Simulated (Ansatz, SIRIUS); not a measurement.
This is a calculation of AlRu for SIRIUS 7.10.0. Atoms were shifted at random by some hundredths of an Å from the given cell, which wasn't relaxed again for these runs. 

File sirius.json:

```json
{
  "control": {
    "processing_unit": "cpu",
    "verbosity": 2,
    "num_bands_to_print": 17,
    "print_forces": true,
    "print_stress": true
  },
  "parameters": {
    "electronic_structure_method": "pseudopotential",
    "xc_functionals": ["XC_GGA_X_PBE_SOL", "XC_GGA_C_PBE_SOL"],
    "gk_cutoff": 9.2,
    "pw_cutoff": 18.4,
    "ngridk": [9, 9, 9],
    "shiftk": [0, 0, 0],
    "smearing": "fermi_dirac",
    "smearing_width": 0.0018374661,
    "num_bands": 17,
    "num_mag_dims": 0,
    "num_dft_iter": 100,
    "energy_tol": 1e-08,
    "density_tol": 1e-06
  },
  "iterative_solver": {
    "type": "davidson",
    "min_tolerance": 1e-09,
    "tolerance_scale": [0.1, 0.25]
  },
  "mixer": {
    "type": "anderson",
    "beta": 0.7,
    "max_history": 8
  },
  "settings": {
    "tol_ne": 1e-10,
    "pseudo_grid_cutoff": 6.5
  },
  "unit_cell": {
    "lattice_vectors": [
      [5.65330467443, 0.0, 0.0],
      [0.0, 5.65330467443, 0.0],
      [0.0, 0.0, 5.65330467443]
    ],
    "atom_coordinate_units": "lattice",
    "atom_types": ["Ru", "Al"],
    "atom_files": {
      "Ru": "Ru.json",
      "Al": "Al.json"
    },
    "atoms": {
      "Ru": [
        [0.497003, 0.511017, 0.487802]
      ],
      "Al": [
        [-0.004324, -0.00883, 0.010019]
      ]
    }
  }
}
```

Potentials or basis: PseudoDojo 0.4.1 PBEsol standard (scalar relativistic).

The run is started by

```console
$ upf_to_json Ru.upf
$ upf_to_json Al.upf
$ OMP_NUM_THREADS=1 sirius.scf --input=sirius.json --output=out.json --task=0
```

**Question.** Translate it to Ansatz 0.2.0. Potentials or basis there: Ansatz PAW, cutoff 420 eV.

**Answer.** As run (cutoffs and basis follow the program's own potentials, and thresholds, step limits or extra output files can differ):

Contents of input.yaml:

```yaml
crystal:
  lattice:
    - [2.9916, 0.0, 0.0]
    - [0.0, 2.9916, 0.0]
    - [0.0, 0.0, 2.9916]
  atoms:
    - { symbol: Ru, position: [0.497003, 0.511017, 0.487802] }
    - { symbol: Al, position: [-0.004324, -0.00883, 0.010019] }
hamiltonian:
  xc: pbesol
  pseudopotentials: { kind: paw }
kpoints:
  mp_grid: { grid: [9, 9, 9] }
scf:
  occupations: { method: fermi_dirac, width: 0.05 }
output:
  forces: true
  stress: true
  eigenvalues: true
```

Potentials or basis: Ansatz PAW.

Run with:

```console
$ ansatz run input.yaml --threads 1 --pin off --max-ram 3584MiB --backend cpu --events-out ev --progress --plain --runs-dir out
```

Both were run:

|  | SIRIUS | Ansatz |
| --- | --- | --- |
| Pressure | -2.6 GPa | -2.7 GPa |
| Largest force | 0.700 eV/Å | 0.687 eV/Å |
| Energy over the undisturbed cell | 15.5 meV/atom | 15.3 meV/atom |

Ansatz's pressure holds a Pulay term of +0.05 GPa for its cutoff of 420 eV, which the other run lacks.

Ansatz's potentials were made for PBE.

Where Ansatz's input types no cutoff or centring, it takes its own default and a Γ-centred mesh.

Pressure is positive in compression.
